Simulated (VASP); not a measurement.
**1T-MgI2 monolayer and its bilayer**

What are the lattice, gap and band positions of 1T-MgI2 monolayer, and what does a second sheet change?

Main program and level: VASP 6.6.1; PBE with D3(BJ); plane waves and PAW (Mg, I), in the first sound run; inputs show where later runs differ.

Report form: the programs' logs are mostly left out.

### Step 1. The structure

The cell holds 3 atoms: 1 Mg and 2 I. Cell: a = 4.200 Å, b = 4.200 Å, c = 22.000 Å, α = 90.0°, β = 90.0°, γ = 120.0°. Vacuum lies along c.

As a file:

```cif
data_structure
_symmetry_space_group_name_H-M 'P 1'
_symmetry_Int_Tables_number 1
_cell_length_a 4.2000
_cell_length_b 4.2000
_cell_length_c 22.0000
_cell_angle_alpha 90.000
_cell_angle_beta 90.000
_cell_angle_gamma 120.000
_cell_volume 336.09
loop_
_atom_site_label
_atom_site_type_symbol
_atom_site_fract_x
_atom_site_fract_y
_atom_site_fract_z
_atom_site_occupancy
Mg1 Mg 0.00000 0.00000 0.50000 1
I2 I 0.33333 0.66667 0.41818 1
I3 I 0.66667 0.33333 0.58182 1
```

### Step 2. Relaxing the monolayer

The sheet's cell relaxes in its plane with the atoms, while the vacuum is kept.

INCAR

```
SYSTEM = MgI2
PREC = Normal
ENCUT = 350
EDIFF = 1E-06
NELM = 120
ISMEAR = 0
SIGMA = 0.03
LREAL = .FALSE.
ALGO = Normal
GGA = PE
IVDW = 12
NBANDS = 14
LORBIT = 11
LWAVE = .FALSE.
LCHARG = .FALSE.
KPAR = 4
IBRION = 2
NSW = 50
ISIF = 3
EDIFFG = -0.015
POTIM = 0.4
IDIPOL = 3
LDIPOL = .TRUE.
DIPOL = 0.5 0.5 0.5
LATTICE_CONSTRAINTS = .TRUE. .TRUE. .FALSE.
```

POSCAR

```
MgI2
1.0
    4.2000000000      0.0000000000      0.0000000000
   -2.1000000000      3.6373066959      0.0000000000
    0.0000000000      0.0000000000     22.0000000000
Mg I
1 2
Direct
    0.0000000000      0.0000000000      0.5000000000
    0.3333333333      0.6666666667      0.4181818182
    0.6666666667      0.3333333333      0.5818181818
```

KPOINTS

```
Automatic mesh
0
Gamma
9 9 1
0 0 0
```

The projector-augmented-wave data sets are Mg and I (PBE family, release 64).

On the command line:

```bash
$ mpirun -np 4 vasp_std
```

Wall time 39 s (4 MPI ranks of AMD EPYC 7R43, shared host); peak memory 0.8 GiB.

The gap is read on the k-mesh alone, so it is an upper bound where the band edges lie off the mesh. The run keeps the 12 symmetry operations of its start, so it cannot find a distortion of lower symmetry.

Step by step:

```tsv
step	energy less that of the first step (eV)	largest force (eV/Å)	pressure (GPa)	volume (Å³)
1	0.0000	0.6282	-0.82	336.09
2	-0.0632	0.4403	-0.43	323.74
3	-0.0804	0.2691	-0.07	314.31
4	-0.0805	0.2573	-0.04	313.72
5	-0.0890	0.2053	-0.03	315.59
6	-0.1036	0.0485	0.01	321.24
7	-0.1050	0.0161	0.03	323.56
8	-0.1051	0.0110	-0.02	324.98
```

```tsv
cell as run	before	after	change
a (Å)	4.200	4.130	-1.7 %
b (Å)	4.200	4.130	-1.7 %
```

The atoms that moved most (Å, along periodic axes as changes of fractional coordinates times the final cell, across vacuum about the mean position):

```tsv
atom	dx	dy	dz	length
I2	0.000	0.000	0.117	0.117
I3	0.000	0.000	-0.117	0.117
```

Final coordinates:

```
Mg I
1.0
     4.13002    0.00000    0.00000
    -2.06501    3.57670    0.00000
     0.00000    0.00000   22.00000
Mg I
1 2
Direct
  0.00000 0.00000 0.50000
  0.33333 0.66667 0.42351
  0.66667 0.33333 0.57649
```

This step gave:

| Quantity | Value |
| --- | --- |
| electronic cycles | 85 |
| electrons | 16 |
| free energy (TOTEN) | -8.426 eV |
| Fermi energy | -3.495 eV |
| metallic | no |
| dipole moment | 0, 0, 0 e·Å |
| gap on the k-mesh | 3.674 eV |
| least direct gap on the k-mesh | 4.074 eV |

The run ended after 8 ionic steps, 0.105 eV below its first step, once forces and stress met EDIFFG = -0.015.

### Step 3. A second relaxation

The plane waves were chosen for the start cell, so the relaxation is repeated from its end.

INCAR: that of step 2 with these lines changed.

```diff
@@ -17,3 +17,3 @@
 IBRION = 2
-NSW = 50
+NSW = 30
 ISIF = 3
```

POSCAR

```
MgI2
1.0
    4.1300231832      0.0000000000      0.0000000000
   -2.0650115916      3.5767049948      0.0000000000
    0.0000000000      0.0000000000     22.0000000000
Mg I
1 2
Direct
    0.0000000000      0.0000000000      0.5000000000
    0.3333333333      0.6666666667      0.4235094828
    0.6666666667      0.3333333333      0.5764905172
```

KPOINTS is that of step 2.

On the command line:

```bash
$ mpirun -np 4 vasp_std
```

It took 9.2 s on 4 MPI ranks; peak memory 0.71 GiB.

Little changed from the start: no atom moved by 0.005 Å and no cell edge by 0.1 %.

Numbers from this step:

```yaml
electronic_cycles: 20
fermi_energy: -3.506 eV
least_direct_gap_on_the_k_mesh: 4.073 eV
```

The start already met the threshold, so nothing moved.

### Step 4. Potential and states of the slab

A static run writes the electrostatic potential without exchange and correlation (LVHAR), which is flat in the vacuum and gives the level to count from. The dipole correction cancels the field that unlike faces would set up across the vacuum.

INCAR

```
SYSTEM = MgI2
PREC = Normal
ENCUT = 350
EDIFF = 1E-06
NELM = 120
ISMEAR = 0
SIGMA = 0.03
LREAL = .FALSE.
ALGO = Fast
GGA = PE
IVDW = 12
NBANDS = 14
LORBIT = 11
LWAVE = .FALSE.
LCHARG = .TRUE.
IDIPOL = 3
LDIPOL = .TRUE.
DIPOL = 0.5 0.5 0.5
LVHAR = .TRUE.
LVACPOTAV = .TRUE.
NEDOS = 1500
LELF = .TRUE.
```

POSCAR is that of step 3.

KPOINTS is that of step 3.

KPOINTS_OPT

```
Line mode
14
Line-mode
Reciprocal
  0.00000000   0.00000000   0.00000000 GAMMA
  0.50000000   0.00000000   0.00000000 M

  0.50000000   0.00000000   0.00000000 M
  0.33333333   0.33333333   0.00000000 K

  0.33333333   0.33333333   0.00000000 K
  0.00000000   0.00000000   0.00000000 GAMMA
```

On the command line:

```bash
$ mpirun -np 4 vasp_std
```

Run time: 18 s. Hardware: 4 MPI ranks; peak memory 0.47 GiB.

This step gave:

* electronic cycles: 18
* Fermi energy: -3.504 eV
* least gap on mesh and path: 3.620 eV
* least direct gap on mesh and path: 4.073 eV
* vacuum levels: 2.707, 2.707 eV
* ionisation potentials of the upper and lower face: 6.341, 6.341 eV
* electron affinities of the upper and lower face: 2.721, 2.721 eV

The electronic bands at the labelled points (eV, zero at the valence-band top; v1 is the highest filled band, c1 the lowest empty one):

```tsv
point	v4	v3	v2	v1	c1	c2	c3	c4
Γ	-0.27	-0.27	0.00	0.00	4.07	4.94	5.97	5.99
0.46 of the way	-1.23	-0.75	-0.61	-0.19	4.62	5.48	6.07	6.57
M	-1.43	-1.18	-0.77	-0.48	3.62	5.44	5.59	6.50
0.46 of the way	-1.79	-1.50	-0.83	-0.70	4.12	6.12	6.12	6.76
K	-2.48	-2.00	-0.82	-0.82	4.40	6.37	6.37	8.01
0.46 of the way	-1.77	-0.90	-0.86	-0.48	4.76	5.93	6.23	6.90
Γ	-0.27	-0.27	0.00	0.00	4.07	4.94	5.97	5.99
```

Of the projections kept (Mg, I), the largest for each band there; the rest of the weight can lie on other orbitals:

```tsv
point	v4	v3	v2	v1	c1	c2	c3	c4
Γ	I 0.99	I 0.99	I 0.98	I 0.98	I 0.63	I 0.71	I 0.99	I 0.68
M	I 0.97	I 0.96	I 0.99	I 0.99	Mg 0.54	I 0.79	I 0.85	I 0.69
K	I 0.96	I 0.95	I 0.99	I 0.99	I 0.53	I 0.78	I 0.78	I 0.59
Γ	I 0.99	I 0.99	I 0.98	I 0.98	I 0.63	I 0.71	I 0.99	I 0.68
```

Zero at the Fermi level. Planar average of the electrostatic potential against height:

```tsv
height (Å)	planar average of the electrostatic potential (eV)
0	6.21
1	6.21
2	6.21
3	6.21
4	6.21
5	6.21
6	6.21
7	6.16
8	5.11
9	-8.72
10	-3.89
11	-1.55
12	-3.89
13	-8.72
14	5.11
15	6.16
16	6.21
17	6.21
18	6.21
19	6.21
20	6.21
21	6.21
```

Density of states in the PAW spheres, an atom over height of the layer and energy from the Fermi level.

Ten even steps from '0' (0.00 states/eV) to '9' (1.93 states/eV), each cell a mean:
```
000
000
404
909
505
505
202
101
202
303
101
000
000
000
000
000
000
000
000
000
000
000
```
Columns: height of the layer (Å) from 9.3 to 12.7; rows upwards: energy from the Fermi level (eV) from -7.9 to 0.5.

ELF in the ca plane at fractional y = 0.000, with atoms of Mg within 0.2 Å of it. It is the smooth field of the valence electrons, not physical close to the nuclei.

Ten even steps from '0' (0.00) to '9' (0.83), each cell a mean:
```
00000000000000000000111000011100000000000000
00000000000000000112344201343321000000000000
00000000000000012356776412577664310000000100
00000000000000125789997412689988641000000100
00000000000000246899998412689999853100000000
00000000000000247899998412689999863100000000
00000000000000136899997412689998752100000000
00000001100000013578887422578876421000000000
00000000000000001234555311455432100000000000
00000000000000000001222100122110000000000000
00000000000000000000010000011000000000000000
```
Columns run along c (16.0 Å, from fractional 0.10 to 0.83 of the cell), rows up along a (4.1 Å). Atoms in or near the plane, at fractional coordinates: Mg at (0.50, 0.00).

Valence density in the ca plane at fractional y = 0.000, with atoms of Mg within 0.2 Å of it. It is the smooth field of the valence electrons, not physical close to the nuclei.

Ten even steps from '0' (0.00 e/Å³) to '9' (0.35 e/Å³), each cell a mean:
```
00000000000000000001111100111110000000000000
00000000000000000011222111122211000000000000
00000000000000000123443222234432100000000000
00000000000000000135664322346653200000000000
00000000000000001258985322358985210000000000
00000000000000001258986322358985310000000000
00000000000000000246875322357874210000000000
00000000000000000124554322245542100000000000
00000000000000000012333211233321000000000000
00000000000000000001122100122110000000000000
00000000000000000000111000011100000000000000
```
Columns run along c (16.0 Å, from fractional 0.10 to 0.83 of the cell), rows up along a (4.1 Å). Atoms in or near the plane, at fractional coordinates: Mg at (0.50, 0.00).

The map of layer states is cut here 0.5 eV above the Fermi level, so it leaves out the states above that.

The vacuum level lies 6.34 eV above the highest filled level at the upper face; both faces agree, as the slab has next to no dipole.

The program found no field-free point at its default tolerance, but its printed level agrees with the flat part of the planar average.

### Step 5. The slab in a field, field -0.1

A field across the slab, with the atoms held, gives the electronic response: the dipole changes linearly with the field, and the energy has a linear term from the slab's own dipole and a quadratic one from its polarisability.

INCAR

```
SYSTEM = MgI2
PREC = Normal
ENCUT = 350
EDIFF = 1E-06
NELM = 120
ISMEAR = 0
SIGMA = 0.03
LREAL = .FALSE.
ALGO = Fast
GGA = PE
IVDW = 12
NBANDS = 14
LORBIT = 11
LWAVE = .FALSE.
LCHARG = .FALSE.
KPAR = 4
IDIPOL = 3
LDIPOL = .TRUE.
DIPOL = 0.5 0.5 0.5
EFIELD = -0.1
```

POSCAR is that of step 4.

KPOINTS is that of step 4.

On the command line:

```bash
$ mpirun -np 4 vasp_std
```

Run time: 8.8 s. Hardware: 4 MPI ranks; peak memory 0.73 GiB.

This step gave:

```yaml
electronic_cycles: 20
free_energy_toten: -8.428 eV
fermi_energy: -3.480 eV
dipole_moment: 0, 0, -0.04263 e·Å
gap_on_the_k_mesh: 3.671 eV
least_direct_gap_on_the_k_mesh: 4.067 eV
```

VASP counts the dipole in electrons times Å, so a positive number points the physical dipole along −c. A positive EFIELD is likewise a physical field along −c.

Energy at zero smearing: -8.42792 eV.

### Step 6. The slab in a field, field 0.1

INCAR: that of step 5 with these lines changed.

```diff
@@ -19,2 +19,2 @@
 DIPOL = 0.5 0.5 0.5
-EFIELD = -0.1
+EFIELD = 0.1
```

POSCAR is that of step 5.

KPOINTS is that of step 5.

On the command line:

```bash
$ mpirun -np 4 vasp_std
```

It took 9.4 s on 4 MPI ranks; peak memory 0.76 GiB.

Numbers from this step:

| Item | Value |
| --- | --- |
| dipole moment | 0, 0, 0.04264 e·Å |

Energy at zero smearing: -8.42792 eV.

### Step 7. With spin-orbit coupling

This step: PBE with D3(BJ), spin-orbit coupling; plane waves and PAW (Mg, I) (VASP 6.6.1).

For heavy elements spin-orbit coupling shifts the highest filled levels.

INCAR: that of step 6 with these lines changed.

```diff
@@ -11,4 +11,8 @@
 IVDW = 12
-NBANDS = 14
-LORBIT = 11
+LNONCOLLINEAR = .TRUE.
+MAGMOM = 0 0 0 0 0 0 0 0 0
+NBANDS = 28
+GGA_COMPAT = .FALSE.
+LASPH = .TRUE.
+LSORBIT = .TRUE.
 LWAVE = .FALSE.
@@ -19,2 +23 @@
 DIPOL = 0.5 0.5 0.5
-EFIELD = 0.1
```

POSCAR is that of step 6.

KPOINTS is that of step 6.

KPOINTS_OPT is that of step 4.

On the command line:

```bash
$ mpirun -np 4 vasp_ncl
```

Wall time 75 s (4 MPI ranks); peak memory 1.7 GiB; 4.7 min of CPU time.

LASPH is switched on together with spin-orbit coupling, so the change from the scalar run holds both.

This step gave:

- electronic cycles: 22
- free energy (TOTEN): -8.678 eV
- Fermi energy: -3.124 eV
- least gap on mesh and path: 3.272 eV
- least direct gap on mesh and path: 3.724 eV
- dipole moment: 0, 0, 0 e·Å

On-site spin-orbit energy by atom:

```tsv
atom	on-site spin-orbit energy (eV)
Mg1	0.000
I2	-0.253
I3	-0.253
```

Electronic bands along the path, in eV, zero at the valence-band top; v1 is the highest filled band, c1 the lowest empty one:

```tsv
point	v4	v3	v2	v1	c1	c2	c3	c4
Γ	-0.28	-0.28	0.00	0.00	3.72	3.72	4.58	4.58
0.46 of the way	-0.89	-0.89	-0.38	-0.38	4.27	4.27	5.12	5.12
M	-1.33	-1.33	-0.63	-0.63	3.27	3.27	5.08	5.08
0.46 of the way	-1.26	-1.26	-0.86	-0.86	3.77	3.77	5.75	5.75
K	-1.20	-1.20	-1.05	-1.05	4.05	4.05	5.99	5.99
0.46 of the way	-1.12	-1.12	-0.65	-0.65	4.41	4.41	5.57	5.57
Γ	-0.28	-0.28	0.00	0.00	3.72	3.72	4.58	4.58
```

### Step 8. A rigid stacking

This step: PBE with D3(BJ); plane waves and PAW (Mg, I) (VASP 6.6.1).

System of this step: bilayer of 1T-MgI2 monolayer. The cell holds 6 atoms: 2 Mg and 4 I. Cell: a = 4.130 Å, b = 4.130 Å, c = 26.831 Å, α = 90.0°, β = 90.0°, γ = 120.0°. upper sheet same orientation, shifted by (0.00, 0.00). Vacuum lies along c.

Two rigid sheets are set at a typed distance in several high-symmetry stackings, to find where to start. The upper sheet is shifted or turned in the plane and never flipped over.

INCAR

```
SYSTEM = MgI2
PREC = Normal
ENCUT = 350
EDIFF = 1E-05
NELM = 120
ISMEAR = 0
SIGMA = 0.03
LREAL = .FALSE.
ALGO = Fast
GGA = PE
IVDW = 12
NBANDS = 22
LORBIT = 11
LWAVE = .FALSE.
LCHARG = .FALSE.
KPAR = 4
IDIPOL = 3
LDIPOL = .TRUE.
DIPOL = 0.5 0.5 0.5
```

POSCAR

```
MgI2
1.0
    4.1300231832      0.0000000000      0.0000000000
   -2.0650115916      3.5767049948      0.0000000000
    0.0000000000      0.0000000000     26.8311655136
Mg I
2 4
Direct
    0.0000000000      0.0000000000      0.3795135700
    0.0000000000      0.0000000000      0.6204864300
    0.3333333300      0.6666666700      0.3167957800
    0.6666666700      0.3333333300      0.4422313600
    0.3333333300      0.6666666700      0.5577686400
    0.6666666700      0.3333333300      0.6832042200
```

KPOINTS is that of step 7.

On the command line:

```bash
$ mpirun -np 4 vasp_std
```

Wall time 10 s (4 MPI ranks); peak memory 0.85 GiB; 38 s of CPU time.

Numbers from this step:

```yaml
electronic_cycles: 14
electrons: 32
free_energy_toten: -17.01 eV
fermi_energy: -1.704 eV
gap_on_the_k_mesh: 3.597 eV
least_direct_gap_on_the_k_mesh: 3.926 eV
```

Force by atom:

```tsv
atom	x (eV/Å)	y (eV/Å)	z (eV/Å)	size
Mg1	0.000	0.000	0.002	0.002
Mg2	0.000	0.000	-0.002	0.002
I3	0.000	0.000	0.023	0.023
I4	0.000	0.000	-0.243	0.243
I5	0.000	0.000	0.243	0.243
I6	0.000	0.000	-0.023	0.023
```

Energy at zero smearing: -17.00879 eV.

### Step 9. A rigid stacking

INCAR is that of step 8.

POSCAR

```
MgI2
1.0
    4.1300231832      0.0000000000      0.0000000000
   -2.0650115916      3.5767049948      0.0000000000
    0.0000000000      0.0000000000     26.8311655136
Mg I
2 4
Direct
    0.0000000000      0.0000000000      0.3795135700
    0.3333333300      0.6666666700      0.6204864300
    0.3333333300      0.6666666700      0.3167957800
    0.6666666700      0.3333333300      0.4422313600
    0.6666666700      0.3333333300      0.5577686400
    0.0000000000      1.0000000000      0.6832042200
```

KPOINTS is that of step 8.

On the command line:

```bash
$ mpirun -np 4 vasp_std
```

Elapsed: 9 s, on 4 MPI ranks; peak memory 0.85 GiB.

Energy at zero smearing: -16.38070 eV.

### Step 10. A rigid stacking

INCAR is that of step 9.

POSCAR

```
MgI2
1.0
    4.1300231832      0.0000000000      0.0000000000
   -2.0650115916      3.5767049948      0.0000000000
    0.0000000000      0.0000000000     26.8311655136
Mg I
2 4
Direct
    0.0000000000      0.0000000000      0.3795135700
    0.6666666700      0.3333333300      0.6204864300
    0.3333333300      0.6666666700      0.3167957800
    0.6666666700      0.3333333300      0.4422313600
    1.0000000000      0.0000000000      0.5577686400
    0.3333333300      0.6666666700      0.6832042200
```

KPOINTS is that of step 9.

On the command line:

```bash
$ mpirun -np 4 vasp_std
```

Elapsed: 9.6 s, on 4 MPI ranks; peak memory 0.84 GiB.

Energy at zero smearing: -16.99958 eV.

### Step 11. A rigid stacking

INCAR is that of step 10.

POSCAR

```
MgI2
1.0
    4.1300231832      0.0000000000      0.0000000000
   -2.0650115916      3.5767049948      0.0000000000
    0.0000000000      0.0000000000     26.8311655136
Mg I
2 4
Direct
    0.0000000000      0.0000000000      0.3795135700
    0.0000000000      0.0000000000      0.6204864300
    0.3333333300      0.6666666700      0.3167957800
    0.6666666700      0.3333333300      0.4422313600
    0.6666666700      0.3333333300      0.5577686400
    0.3333333300      0.6666666700      0.6832042200
```

KPOINTS is that of step 10.

On the command line:

```bash
$ mpirun -np 4 vasp_std
```

Elapsed: 7.8 s, on 4 MPI ranks; peak memory 0.84 GiB; 29 s of CPU time.

Energy at zero smearing: -16.37698 eV.

### Step 12. A rigid stacking

INCAR is that of step 11.

POSCAR

```
MgI2
1.0
    4.1300231832      0.0000000000      0.0000000000
   -2.0650115916      3.5767049948      0.0000000000
    0.0000000000      0.0000000000     26.8311655136
Mg I
2 4
Direct
    0.0000000000      0.0000000000      0.3795135700
    0.3333333300      0.6666666700      0.6204864300
    0.3333333300      0.6666666700      0.3167957800
    0.6666666700      0.3333333300      0.4422313600
    0.0000000000      1.0000000000      0.5577686400
    0.6666666700      0.3333333300      0.6832042200
```

KPOINTS is that of step 11.

On the command line:

```bash
$ mpirun -np 4 vasp_std
```

Wall time 9.6 s (4 MPI ranks); peak memory 0.82 GiB; 36 s of CPU time.

Energy at zero smearing: -17.00507 eV.

### Step 13. Relaxing the bilayer

The lowest stacking relaxes at the monolayer's lattice.

INCAR: that of step 12 with these lines changed.

```diff
@@ -3,3 +3,3 @@
 ENCUT = 350
-EDIFF = 1E-05
+EDIFF = 1E-06
 NELM = 120
@@ -16,2 +16,8 @@
 KPAR = 4
+IBRION = 2
+NSW = 50
+ISIF = 2
+EDIFFG = -0.015
+POTIM = 0.4
+MAXMIX = 40
 IDIPOL = 3
```

POSCAR

```
MgI2
1.0
    4.1300231832      0.0000000000      0.0000000000
   -2.0650115916      3.5767049948      0.0000000000
    0.0000000000      0.0000000000     26.8311655136
Mg I
2 4
Direct
    0.0000000000      0.0000000000      0.3795135700
    0.0000000000      0.0000000000      0.6204864300
    0.3333333300      0.6666666700      0.3167957800
    0.6666666700      0.3333333300      0.4422313600
    0.3333333300      0.6666666700      0.5577686400
    0.6666666700      0.3333333300      0.6832042200
```

KPOINTS is that of step 12.

On the command line:

```bash
$ mpirun -np 4 vasp_std
```

The job ended after 1.8 min (4 MPI ranks; peak memory 0.98 GiB).

Relaxation path:

```tsv
step	energy less that of the first step (eV)	largest force (eV/Å)
1	0.0000	0.2430
2	-0.0041	0.1872
3	-0.0095	0.0954
4	-0.0100	0.1244
5	-0.0119	0.0880
6	-0.0148	0.1317
7	-0.0167	0.1189
8	-0.0219	0.0867
9	-0.0290	0.0327
10	-0.0318	0.1163
11	-0.0325	0.0771
12	-0.0347	0.0491
13	-0.0356	0.0483
14	-0.0357	0.0478
15	-0.0362	0.0049
```

The atoms that moved most (Å):

```tsv
atom	dx	dy	dz	length
I4	0.000	0.000	-0.195	0.195
I5	0.000	0.000	0.195	0.195
Mg2	0.000	0.000	0.186	0.186
Mg1	0.000	0.000	-0.186	0.186
I6	0.000	0.000	0.183	0.183
I3	0.000	0.000	-0.183	0.183
```

The relaxed structure:

```cif
data_structure
_symmetry_space_group_name_H-M 'P 1'
_symmetry_Int_Tables_number 1
_cell_length_a 4.1300
_cell_length_b 4.1300
_cell_length_c 26.8312
_cell_angle_alpha 90.000
_cell_angle_beta 90.000
_cell_angle_gamma 120.000
_cell_volume 396.35
loop_
_atom_site_label
_atom_site_type_symbol
_atom_site_fract_x
_atom_site_fract_y
_atom_site_fract_z
_atom_site_occupancy
Mg1 Mg 0.00000 0.00000 0.37257 1
Mg2 Mg 0.00000 0.00000 0.62743 1
I3 I 0.33333 0.66667 0.30998 1
I4 I 0.66667 0.33333 0.43498 1
I5 I 0.33333 0.66667 0.56502 1
I6 I 0.66667 0.33333 0.69002 1
```

This step gave:

```
electronic cycles              : 168
free energy (TOTEN)            : -17.05 eV
Fermi energy                   : -1.708 eV
dipole moment                  : 0, 0, 0 e·Å
gap on the k-mesh              : 3.625 eV
least direct gap on the k-mesh : 3.944 eV
```

The run ended after 15 ionic steps, 0.036 eV below its first step, once the forces on the free atoms met EDIFFG = -0.015.

[end of part 1 of 2]

[Lines on the potential files, build, host, timing and source positions are cut from VASP's logs without a mark.]

[Logs are printed without paths, hosts, clocks, repeated set-up lines and the standing remarks that a program may print on its own settings, such as how far it seeks lower states.]

[Hosts, paths, dates, database ids (printed as entryN), source tags and the programs' standing remarks are cut or masked in the printed files.]

[Runs that stopped without an error message from VASP are left out.]
